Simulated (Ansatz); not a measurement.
**PbO2 monolayer (2H): a soft mode frozen in**

Wanted: the energy along a soft mode of PbO2 monolayer (2H) and the structure at the end.

Main program and level: Ansatz 0.2.0; DFT PBEsol, scalar-relativistic, plane waves, PAW; PAW set soft_1.

Most raw output is cut from this account.

## Step 1: The starting structure

The cell holds 3 atoms: 1 Pb and 2 O. Cell: a = 3.224 Å, b = 3.224 Å, c = 28.700 Å, α = 90.0°, β = 90.0°, γ = 120.0°. It derives from PbO2. Vacuum lies along c.

## Step 2: Response at finite wavevector

The cell comes from relaxations at this level that are not shown. Stability and thermal properties need the whole zone. Linear response on a 6×6×1 q mesh gives force constants as far as a supercell of that size would.

Contents of input.yaml:

```yaml
crystal:
  lattice:
    - [3.2239736682, 0.0, 0.0]
    - [-1.6119868341, 2.7920430978, 0.0]
    - [0.0, 0.0, 28.7]
  atoms:
    - { symbol: Pb, position: [0.3333333333, 0.6666666667, 0.3484320557] }
    - { symbol: O, position: [0.6666666667, 0.3333333333, 0.3929693398] }
    - { symbol: O, position: [0.6666666667, 0.3333333333, 0.3038947717] }
  periodic: [true, true, false]
kpoints:
  mp_grid: { grid: [18, 18, 1] }
hamiltonian:
  xc: pbesol
  pseudopotentials: { kind: paw, azcp: { folder: soft_1 }, xc_functional: pbe }
scf:
  occupations: { method: methfessel_paxton, width: 0.2 }
output:
  eigenvalues: true
phonons:
  method: dfpt
  qmesh: [6, 6, 1]
  temperatures: { t_max: 1000, t_step: 50 }
  qpath:
    path:
      - [0.0, 0.0, 0.0]
      - [0.5, 0.0, 0.0]
      - [0.33333333, 0.33333333, 0.0]
      - [0.0, 0.0, 0.0]
    npoints: 10
```

The run is started by

```
ansatz run input.yaml --threads 4 --pin off --max-ram 16384MiB --backend cpu --events-out ev --progress --plain --runs-dir out
```

Run time: 22 min. Hardware: 4 threads of Arm Neoverse V2, shared host; peak memory 3 GiB.

Numbers from this step:

| Quantity | Value |
| --- | --- |
| gap on the k-mesh | 0 eV |
| sum-rule residual before enforcement | 5.41e-5 eV/Å² |
| lowest frequency on the path | -68.17 cm⁻¹ |
| point group | -6m2 |
| highest frequency on the path or at a solved wavevector | 544.9 cm⁻¹ |
| area per atom | 3 Å² |
| highest optical mode at the zone centre (no LO-TO term) | 544.4 cm⁻¹ |
| lowest optical zone-centre mode | -68.17 cm⁻¹ |
| lowest mode on the q mesh (acoustic modes at Γ apart) | -68.17 cm⁻¹ |

Frequencies (cm⁻¹) solved at each irreducible wavevector; negative means imaginary. Frequencies by wavevector, by row:

| q in reciprocal lattice units | star | mode 1 | mode 2 | mode 3 | mode 4 | mode 5 | mode 6 | mode 7 | mode 8 | mode 9 |
| --- | --- | --- | --- | --- | --- | --- | --- | --- | --- | --- |
| 0 0 0 | 1 | -68.2 | -68.2 | 0 | 0 | 0 | 286.4 | 286.4 | 432.4 | 544.4 |
| 0 0.1667 0 | 6 | -2.2 | 49.6 | 54.3 | 93.5 | 180.5 | 296.1 | 337 | 411.2 | 543.6 |
| 0 0.3333 0 | 6 | 19.7 | 88.4 | 124.4 | 158.5 | 286.1 | 310.6 | 382.1 | 391 | 533.3 |
| 0 -0.5 0 | 3 | 28.6 | 99.7 | 146.5 | 184.7 | 316.3 | 319.3 | 364.8 | 405.3 | 530.1 |
| 0.1667 0.1667 0 | 6 | 7.7 | 94 | 138.3 | 142.6 | 258.8 | 317.5 | 376.6 | 389.6 | 535 |
| 0.1667 0.3333 0 | 12 | 24 | 121.3 | 173.2 | 201.7 | 304.1 | 338.7 | 366.6 | 396.6 | 529.6 |
| 0.3333 0.3333 0 | 2 | 27.6 | 157 | 162.1 | 268.1 | 289 | 358.7 | 372.1 | 381.8 | 528.2 |

Interpolated from a 6×6×1 q mesh. The phonon branches at the labelled points (cm⁻¹):

| point | branch 1 | branch 2 | branch 3 | branch 4 | branch 5 | branch 6 | branch 7 | branch 8 | branch 9 |
| --- | --- | --- | --- | --- | --- | --- | --- | --- | --- |
| Γ | -68 | -68 | 0 | 0 | 0 | 286 | 286 | 432 | 544 |
| halfway | 11 | 74 | 95 | 130 | 245 | 304 | 370 | 396 | 539 |
| M | 29 | 100 | 146 | 185 | 316 | 319 | 365 | 405 | 530 |
| halfway | 26 | 125 | 178 | 209 | 311 | 342 | 362 | 398 | 529 |
| K | 28 | 157 | 162 | 268 | 289 | 359 | 372 | 382 | 528 |
| halfway | 8 | 94 | 138 | 143 | 259 | 318 | 377 | 390 | 535 |
| Γ | -68 | -68 | 0 | 0 | 0 | 286 | 286 | 432 | 544 |

Symmetry leaves 7 wavevectors to solve. The lowest mode among them, the acoustic zeros apart, lies at Γ and is imaginary, 68.2i cm⁻¹, so the energy falls along it.

## Step 3: The mode frozen in, largest atomic shift 0 Å

The mode followed lies at Γ with frequency 68.2i cm⁻¹ and is 2-fold degenerate, the softest among the wavevectors solved. At small amplitude the distorted cell has space group no. 1 by a symmetry search on the positions. The undistorted cell that holds it gives the zero of energy on the same k mesh.

input.yaml, the sections that differ from step 2:

```yaml
output:
  forces: true
  stress: true
  eigenvalues: true
# crystal, kpoints, hamiltonian, scf: as in step 2
# phonons: removed
```

Wall time 4.6 s (4 threads); peak memory 0.53 GiB; 17 s of CPU time.

This step gave:

```
energy from the undistorted cell : 0 meV/atom
```

## Step 4: The mode frozen in, largest atomic shift 0.08 Å

The atoms are moved along the unstable eigenvector, the largest shift by 0.08 Å, with the cell fixed.

input.yaml, the sections that differ from step 3:

```yaml
crystal:
  lattice:
    - [3.2239736682, 0.0, 0.0]
    - [-1.6119868341, 2.7920430978, 0.0]
    - [0.0, 0.0, 28.7]
  atoms:
    - { symbol: Pb, position: [0.3333333333, 0.6666666667, 0.3484320557] }
    - { symbol: O, position: [0.641168708, 0.3092648991, 0.3929693398] }
    - { symbol: O, position: [0.6921646254, 0.3574017676, 0.3038947717] }
  periodic: [true, true, false]
# kpoints, hamiltonian, scf, output: as in step 3
```

It took 19 s on 4 threads; peak memory 0.92 GiB; 73 s of CPU time.

Numbers from this step:

```yaml
gap_on_the_k_mesh: 0.1153 eV
energy_from_the_undistorted_cell: -0.454 meV/atom
```

The energy, extrapolated to zero smearing, is -0.45 meV/atom against the undistorted cell.

## Step 5: Energy along the mode, all amplitudes (two of the runs are shown above)

An imaginary frequency means negative curvature, so the energy should fall and then rise again as anharmonic terms take over.

This step gave:

```
depth at the lowest point sampled  : 0.454 meV/atom
largest atomic shift at that point : 0.08 Å
```

Energy from the parent against largest atomic shift:

| largest atomic shift (Å) | energy from the parent (meV/atom) |
| --- | --- |
| 0.0000 | 0 |
| 0.0400 | -0.149 |
| 0.0800 | -0.454 |
| 0.1400 | -0.218 |
| 0.2200 | 5.37 |

Displacement at unit largest shift by atom:

| atom | x (Å) | y (Å) | z (Å) | size |
| --- | --- | --- | --- | --- |
| Pb1 | 0.00 | 0.00 | 0.00 | 0.00 |
| O2 | -0.54 | -0.84 | 0.00 | 1.00 |
| O3 | 0.54 | 0.84 | 0.00 | 1.00 |

The lowest of the steps tried is at 0.08 Å, 0.454 meV/atom below the parent; the bottom of the well need not coincide with a step.

## Step 6: Relaxing from the distorted cell

Starting from the lowest point found, all atoms and the cell are let go, so that strain and other modes of the same symmetry can join in.

Changes to input.yaml since step 4:

```diff
@@ -21 +21,10 @@
   eigenvalues: true
+  write_density: true
+  write_potential: true
+  elf: true
+  volumetric_format: npy
+relax:
+  adjacent_minimum: "off"
+  f_tol: 0.002
+  max_steps: 120
+  cell: { stress_2d_tol: 0.005 }
```

Wall time 9.8 min (4 threads); peak memory 1.1 GiB.

Relaxation path:

| step | energy less that of the first step (eV) | largest force component (eV/Å) | volume (Å³) |
| --- | --- | --- | --- |
| 1 | 0.0000 | 0.0636 | 258.34 |
| 2 | 0.0000 | 0.0418 | 259.36 |
| 3 | -0.0003 | 0.0207 | 259.35 |
| 4 | -0.0012 | 0.0274 | 259.20 |
| 5 | -0.0035 | 0.0729 | 261.00 |
| 6 | -0.0264 | 0.1546 | 265.90 |
| 7 | -0.0666 | 0.6486 | 277.29 |
| 8 | -0.1126 | 1.1213 | 290.18 |
| 9 | -0.1137 | 0.8485 | 309.61 |
| 10 | -0.2628 | 1.0022 | 299.89 |
| 11 | -0.6120 | 1.2062 | 286.99 |
| 12 | -0.8371 | 1.6549 | 274.83 |
| 13 | -0.8438 | 1.5181 | 267.32 |
| 14 | -1.0858 | 0.0665 | 279.55 |
| 15 | -1.0866 | 0.0076 | 280.74 |
| 16 | -1.0866 | 0.0009 | 280.76 |
| 17* | -1.1009 | 0.0009 | 280.76 |
| 18 | -1.1009 | 0.0003 | 281.85 |
| 19 | -1.1009 | 0.0001 | 281.90 |
| 20* | -1.1013 | 0.0001 | 281.90 |
| 21 | -1.1013 | 0.0000 | 281.94 |
| 22* | -1.1013 | 0.0000 | 281.94 |

Relaxation steps marked * repeat the geometry before them on a plane-wave basis chosen anew for their cell, so energy and pressure can jump there.

| cell as run | before | after | change |
| --- | --- | --- | --- |
| a (Å) | 3.224 | 3.368 | +4.5 % |
| b (Å) | 3.224 | 3.368 | +4.5 % |

The atoms that moved most (Å, along periodic axes as changes of fractional coordinates times the final cell, across vacuum about the mean position):

| atom | dx | dy | dz | length |
| --- | --- | --- | --- | --- |
| O2 | -1.077 | -0.578 | -0.225 | 1.243 |
| Pb1 | 0.561 | 0.324 | 0.000 | 0.648 |
| O3 | 0.516 | 0.254 | 0.225 | 0.617 |

The relaxed structure:

```xyz
3
Lattice="3.3680 0.0000 0.0000 -1.6840 2.9168 0.0000 0.0000 0.0000 28.7000" Properties=species:S:1:pos:R:3
Pb    0.5613    2.2686   10.0000
O     0.5613    0.3241   11.0537
O     2.2453    1.2963    8.9463
```

Numbers from this step:

```yaml
gap_on_the_k_mesh: 1.425 eV
area_per_atom: 3.275 Å²
```

Electrostatic potential energy in the ac plane at fractional y = 0.111, with atoms of O within 0.2 Å of it. With pseudopotentials it is smooth inside the atoms' cores, unlike the true potential.

Ten even steps from '_' (-13 eV) to '@' (0 eV), each cell a mean:
```
@@@@@@@@@@@@@@@@@@@@@@@@@@@@@@@@@@
@@@@@@@@@@@@@@@@@@@@@@@@@@@@@@@@@@
@@@@@@@@@@@@@@@@@@@@@@@@@@@@@@@@@@
@@@@@@@@@@@@@@@@@@@@@@@@@@@@@@@@@@
@@@@@@@@@@@@@@@@@@@@@@@@@@@@@@@@@@
@@@@@@@@@@@@@@@@@@@@@@@@@@@@@@@@@@
@@@@@@@@@@@@@@@@@@@@@@@@@@@@@@@@@@
@@@@@@@@@@@@@@@@@@@@@@@@@@@@@@@@@@
@@@@@@@@@@@@@@@@@@@@@@@@@@@@@@@@@@
@@@@@@@@@@@@@@@@@@@@@@@@@@@@@@@@@@
@@@@@@@@@@@@@@@@@@@@@@@@@@@@@@@@@@
@@@@@@@@@@@@@@@@@@@@@@@@@@@@@@@@@@
@@@@@@@@@@@@@@@@@@@@@@@@@@@@@@@@@@
@@@@@@@@@@@@@@@@@@@@@@@@@@@@@@@@@@
==....______..::****************##
================--..____________::
######%%%%%%######**++++====++****
@@@@@@@@@@@@@@@@@@@@@@@@@@@@@@@@@@
@@@@@@@@@@@@@@@@@@@@@@@@@@@@@@@@@@
@@@@@@@@@@@@@@@@@@@@@@@@@@@@@@@@@@
@@@@@@@@@@@@@@@@@@@@@@@@@@@@@@@@@@
@@@@@@@@@@@@@@@@@@@@@@@@@@@@@@@@@@
@@@@@@@@@@@@@@@@@@@@@@@@@@@@@@@@@@
@@@@@@@@@@@@@@@@@@@@@@@@@@@@@@@@@@
```
Columns run along a (3.4 Å; values clipped at the 3rd and 97th percentile), rows up along c (28.7 Å). Atoms in or near the plane, at fractional coordinates: O at (0.22, 0.39).

ELF in the ac plane at fractional y = 0.111, with atoms of O within 0.2 Å of it. It is the smooth field of the valence electrons, not physical close to the nuclei.

Ten even steps from '0' (0.00) to '9' (0.80), each cell a mean:
```
00000000000000000
00000000000000000
00000000000000000
00000000000000000
00000000000000000
00000000000000000
00000000000000000
00000000000000000
00000000000000000
00000000000000000
00000000000000000
00000000000000000
00000000000000000
34555543210000001
89987999742111136
34555543222333322
10000000124455432
00000000001122110
00000000000000000
00000000000000000
00000000000000000
00000000000000000
00000000000000000
00000000000000000
```
Columns run along a (3.4 Å), rows up along c (28.7 Å). Atoms in or near the plane, at fractional coordinates: O at (0.22, 0.39).

Valence density in the ac plane at fractional y = 0.111, with atoms of O within 0.2 Å of it. It is the smooth field of the valence electrons, not physical close to the nuclei.

Ten steps, logarithmic in the rise over the least value, from '0' (0.0 e/Å³) to '9' (5.4 e/Å³), each cell a mean:
```
00000000000000000
00000000000000000
00000000000000000
00000000000000000
00000000000000000
00000000000000000
00000000000000000
00000000000000000
00000000000000000
00000000000000000
00000000000000000
00000000000000000
00000000000000000
11222211000000000
57899986432222234
44566554444555544
21100111233444432
00000000000010000
00000000000000000
00000000000000000
00000000000000000
00000000000000000
00000000000000000
00000000000000000
```
Columns run along a (3.4 Å), rows up along c (28.7 Å). Atoms in or near the plane, at fractional coordinates: O at (0.22, 0.39).

The distorted start has space group P1; the relaxation ends in P-3m1.

## Step 7: The new phase in its own primitive cell

The relaxed structure is symmetrised, reduced to its primitive cell and relaxed tightly, as its phonons need.

Contents of input.yaml:

```yaml
crystal:
  lattice:
    - [3.3679881657, 1.0507e-06, 0.0]
    - [-1.6839931729, 2.916764101, 0.0]
    - [0.0, 0.0, 28.7]
  atoms:
    - { symbol: Pb, position: [0.5555554712, 0.777777767, 0.348432055] }
    - { symbol: O, position: [0.2222221861, 0.1111110088, 0.3851447531] }
    - { symbol: O, position: [0.8888890094, 0.4444445577, 0.3117193591] }
  periodic: [true, true, false]
kpoints:
  mp_grid: { grid: [9, 9, 1] }
hamiltonian:
  xc: pbesol
  pseudopotentials: { kind: paw, azcp: { folder: soft_1 }, xc_functional: pbe }
scf:
  occupations: { method: fixed }
output:
  forces: true
  stress: true
  eigenvalues: true
relax:
  adjacent_minimum: "off"
  f_tol: 0.001
  max_steps: 60
  cell: { stress_2d_tol: 0.002 }
```

Run time: 3.6 s. Hardware: 4 threads; peak memory 0.53 GiB.

Little changed from the start: no atom moved by 0.005 Å and no cell edge by 0.1 %.

Numbers from this step:

| Property | Result |
| --- | --- |
| gap on the k-mesh | 1.430 eV |
| direct gap on mesh | 1.731 eV |

The largest force component left is 0.024 meV/Å, within the tolerances set.

## Step 8: Modes of the new phase, k-mesh 9×9×1, occupations fixed

A relaxed structure may still be a saddle point, so its zone-centre modes are computed. The response to a homogeneous field gives the Born charges and the dielectric tensor, and its change with displacement the Raman tensors.

input.yaml, the sections that differ from step 7:

```yaml
crystal:
  lattice:
    - [3.367988925, 0.0, 0.0]
    - [-1.6839944625, 2.9167639688, 0.0]
    - [0.0, 0.0, 28.7]
  atoms:
    - { symbol: Pb, position: [0.5555555556, 0.7777777778, 0.3484320557] }
    - { symbol: O, position: [0.2222222222, 0.1111111112, 0.3851447527] }
    - { symbol: O, position: [0.8888888889, 0.4444444445, 0.3117193587] }
  periodic: [true, true, false]
output:
  eigenvalues: true
phonons:
  method: dfpt
  dielectric: true
  raman: true
# kpoints, hamiltonian, scf: as in step 7
# relax: removed
```

Run time: 6.3 min. Hardware: 4 threads; peak memory 2.3 GiB.

Numbers from this step:

```yaml
sum_rule_residual_before_enforcement: 7.09e-5 eV/Å²
miss_of_the_charge_sum_rule: 0.002509 e
estimated_error_of_the_dielectric_tensor: 0.003876
estimated_error_of_the_born_charges: 0.01683 e
point_group: -3m
highest_optical_mode_at_the_zone_centre_no_lo_to_term: 430.7 cm⁻¹
lowest_optical_zone_centre_mode: 324.2 cm⁻¹
largest_born_charge_third_of_the_trace: 3.434 e
```

Patterns of degenerate modes are one choice out of their space. Modes at Γ, with each element's share of the kinetic energy:

| mode | frequency (cm⁻¹) | symmetry | Pb % | O % |
| --- | --- | --- | --- | --- |
| 1 | 0.0 | acoustic | 87 | 13 |
| 2 | 0.0 | acoustic | 87 | 13 |
| 3 | 0.0 | acoustic | 87 | 13 |
| 4 | 324.2 | Eu | 13 | 87 |
| 5 | 324.2 | Eu | 13 | 87 |
| 6 | 355.2 | Eg | 0 | 100 |
| 7 | 355.2 | Eg | 0 | 100 |
| 8 | 419.6 | A1g | 0 | 100 |
| 9 | 430.7 | A2u | 13 | 87 |

Displacements in mode 4 (324.2 cm⁻¹), the largest set to 1:
```
Pb1  0.00 -0.15  0.00
O2   0.00  1.00  0.00
O3   0.00  1.00  0.00
```

Displacements in mode 9 (430.7 cm⁻¹), the largest set to 1:
```
Pb1  0.00  0.00 -0.15
O2   0.00  0.00  1.00
O3   0.00  0.00  1.00
```

High-frequency dielectric tensor, averaged over the cell of height 28.7 Å or as lengthened by the program, vacuum included. Tensor:

|  | x | y | z |
| --- | --- | --- | --- |
| x | 1.867 | 0 | 0 |
| y | 0 | 1.867 | 0 |
| z | 0 | 0 | 1.11 |

Born charge (rows field, columns displacement) (e), principal values of the symmetric part by kind of site:

| atom | atoms with these values | low | middle | high | mean |
| --- | --- | --- | --- | --- | --- |
| Pb1 | 1 | 0.58 | 4.86 | 4.86 | 3.43 |
| O2 | 2 | -2.43 | -2.43 | -0.29 | -1.72 |

In full for Pb1:

```
4.86 0.00 0.00
0.00 4.86 0.00
0.00 0.00 0.58
```

Transverse modes. Infrared lines, with heights relative to the strongest:

| position (cm⁻¹) | label | relative intensity |
| --- | --- | --- |
| 324 | Eu | 100 |
| 355 | Eg | 0.0 |
| 420 | A1g | 0.0 |
| 431 | A2u | 0.7 |

Activity x (w_L - w)^4 (n + 1)/w, 532 nm, 300 K; the tensors are static ones, while 532 nm light lies above the computed direct gap, where resonance would change the heights. Lines of the Raman spectrum (strongest = 100):

| position (cm⁻¹) | label | relative intensity |
| --- | --- | --- |
| 324 | Eu | 0.0 |
| 355 | Eg | 38 |
| 420 | A1g | 100 |
| 431 | A2u | 0.0 |

Before it was imposed, the acoustic sum rule was missed by 7.1e-5 eV/Å² and the charge sum rule by 0.0025 e. Small misses are needed for a sound result but don't prove that mesh and cutoff are converged. The lowest optical mode is real, 324 cm⁻¹.

## Step 9: The phases reached

The phases reached along the modes that were followed are set side by side.

Energies are those of the first relaxation, on the mesh of the frozen mode; space group, volume and gap are those of the last relaxation. Phases, by row:

| mode frozen in | space group | energy from parent (meV/atom) | volume (Å³/atom) | gap on mesh (eV) | lowest zone-centre optical mode (cm⁻¹) | largest shift (Å) |
| --- | --- | --- | --- | --- | --- | --- |
| parent | P-6m2 | 0 | 86.11 | 0 | – | – |
| q = (0, 0, 0), 68i cm⁻¹ | P-3m1 | -366.8 | 93.98 | 1.43 | 324.2 | 1.316 |
| q = (0, 0, 0), 68i cm⁻¹ | C222 | -77.01 | 106.7 | 1.128 | -136 | 1.004 |
| q = (0, 0, 0), 68i cm⁻¹ | P-3m1 | -366.8 | 93.98 | 1.43 | 324.2 | 1.316 |

## Step 10: Summary of results

| Item | Value |
| --- | --- |
| unstable mode of the parent | q = (0, 0, 0), 68i cm⁻¹ |
| depth at the lowest point sampled | 0.454 meV/atom |
| largest atomic shift at that point | 0.08 Å |
| space group reached (within 0.01 Å) | P-3m1 |
| energy gained over the parent (first relaxation, on the mesh of the frozen mode) | 367 meV/atom |
| area per atom, phase reached | 3.27 Å² |
| gap on the k-mesh, phase reached | 1.43 eV |
| lowest optical zone-centre mode, phase reached | 324 cm⁻¹ |
| highest optical mode at the zone centre (no LO-TO term), phase reached | 431 cm⁻¹ |

**Reading.** Along this mode the structure falls into P-3m1, 367 meV/atom below the parent. At the parent's cell the well is 0.454 meV/atom deep on the steps tried, with its lowest point at a shift of 0.08 Å. Relaxing atoms and cell changes the gain by +366.34 meV/atom against the lowest step (energies at zero smearing). Most of the total comes from this relaxation. The new phase has no imaginary mode at the zone centre of its cell; other wavevectors were not checked. How so shallow a well moves with the k mesh was not tested. Of the 3 patterns followed to their end from this parent, this one reaches the lowest energy. Each path keeps the symmetry of its pattern, so a lower phase may lie along a pattern not tried. With no gap, or one that is small against the smearing, the frequencies hang on the k mesh and the smearing, most of all near Kohn anomalies. In a sheet or slab the interpolated bending branch near Γ is rough, since the rotational sum rule isn't imposed. Dielectric tensors refer to the cell with its vacuum. A semilocal functional can close a gap that the real compound would have, so the metallic treatment may be an artefact of the level. Spin-orbit coupling is left out, which can matter for the heavy elements here. The PAW files were made for PBE and serve the other functionals too. The starting cell was built on a prototype and not taken from a measurement.

[Logs are printed without paths, hosts, clocks, repeated set-up lines and the standing remarks that a program may print on its own settings, such as how far it seeks lower states.]

[Hosts, paths, dates, database ids (printed as entryN), source tags and the programs' standing remarks are cut or masked in the printed files.]
